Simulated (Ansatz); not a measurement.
**NaF: comparing deformations**

Method: Ansatz, DFT PBEsol, scalar-relativistic, plane waves, PAW. Settings: plane waves to 420 eV, k-mesh 8×8×8 (Γ-centred), Gaussian smearing 0.05 eV. No spin polarisation. Energies are free energies at this smearing, counted from the undisturbed cell; pressure is positive in compression.

The starting cell (as given, not relaxed at this level; it stands at -0.5 GPa):

```
Na F
1.0
     0.00000    2.32330    2.32330
     2.32330    0.00000    2.32330
     2.32330    2.32330    0.00000
Na F
1 1
Direct
  0.00000 0.00000 0.00000
  0.50000 0.50000 0.50000
```

The cell is strained by ε times a Voigt pattern (xx, yy, zz, yz, xz, xy; engineering shear) with fractional coordinates fixed. τ = (1/V0) dE/dε comes from the stress tensor. Of each scan, only the three points used here are listed.

| pattern | ε | τ (GPa) |
| --- | --- | --- |
| (1, -1, 0, 0, 0, 0) | -0.0187 | -2.79 |
| (1, -1, 0, 0, 0, 0) | 0.0000 | 0.00 |
| (1, -1, 0, 0, 0, 0) | 0.0187 | 2.79 |
| (1, 1, 0, 0, 0, 0) | -0.0150 | -2.79 |
| (1, 1, 0, 0, 0, 0) | 0.0000 | 1.08 |
| (1, 1, 0, 0, 0, 0) | 0.0150 | 4.28 |
| (0, 0, 1, 0, 0, 0) | -0.0050 | 0.04 |
| (0, 0, 1, 0, 0, 0) | 0.0000 | 0.54 |
| (0, 0, 1, 0, 0, 0) | 0.0050 | 1.00 |

Which constants do the scans give, and which deformation costs least for the same size of strain tensor?

The slope dτ/dε at zero (parabola through three points) is pᵀCp: (1, -1, 0, 0, 0, 0) gives 2(C11 − C12) = 149 GPa; (1, 1, 0, 0, 0, 0) gives 2(C11 + C12) = 236 GPa; (0, 0, 1, 0, 0, 0) gives C11 = 96 GPa. The size of the strain tensor, ε:ε, is ε² times 2.0, 2.0, 1.0. Per unit of it the stiffnesses are 74, 118, 96 GPa, so (1, -1, 0, 0, 0, 0) is the softest of these: at ε:ε = (1 %)² the quadratic term costs 0.29 meV/atom against 0.46 for the stiffest.

What else follows for this cubic crystal?

From the unrounded slopes C11 = 95.6 and C12 = 22.3 GPa, so B = (C11 + 2 C12)/3 = 47 GPa and the Poisson ratio for a pull along a cube edge is C12/(C11 + C12) = 0.19. Symmetry also asks 2(C11 − C12) = 146 GPa, against 149 from its own scan.